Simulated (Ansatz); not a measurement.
Input of an Ansatz 0.2.0 run:

The input input.yaml:

```yaml
crystal:
  lattice:
    - [2.71648, 0.0, 0.0]
    - [0.0, 2.71648, 0.0]
    - [0.0, 0.0, 2.71648]
  atoms:
    - { symbol: Ga, position: [0.0, 0.0, 0.0] }
hamiltonian:
  xc: pbesol
  pseudopotentials: { kind: paw }
  dispersion: d4
kpoints:
  mp_grid: { grid: [10, 10, 10] }
scf:
  occupations: { method: fermi_dirac, width: 0.05 }
output:
  forces: true
  stress: true
  eigenvalues: true
relax:
  f_tol: 0.01
  max_steps: 40
  cell: { stress_tol: 0.05 }
```

Potentials or basis: Ansatz PAW.

Command:

```console
$ ansatz run input.yaml --threads 2 --pin off --max-ram 5632MiB --backend cpu --events-out ev --progress --plain --runs-dir out
```

**Question.** Estimate the band gap on the k mesh.

**Answer.** None (metal or under the smearing width).

**Question.** Predict the relaxed volume.

**Answer.** 18.04 Å³/atom.

Final structure:
```
Ga
1.0
     2.62290    0.00000    0.00000
     0.00000    2.62290    0.00000
     0.00000    0.00000    2.62290
Ga
1
Cartesian
  0.0000 0.0000 0.0000
```

Caveat: pairwise dispersion overbinds metals, which lowers pressure and volume; the PAW data sets come from PBE, with cores solved anew for the run's functional, which leaves a small shift of forces and pressure.
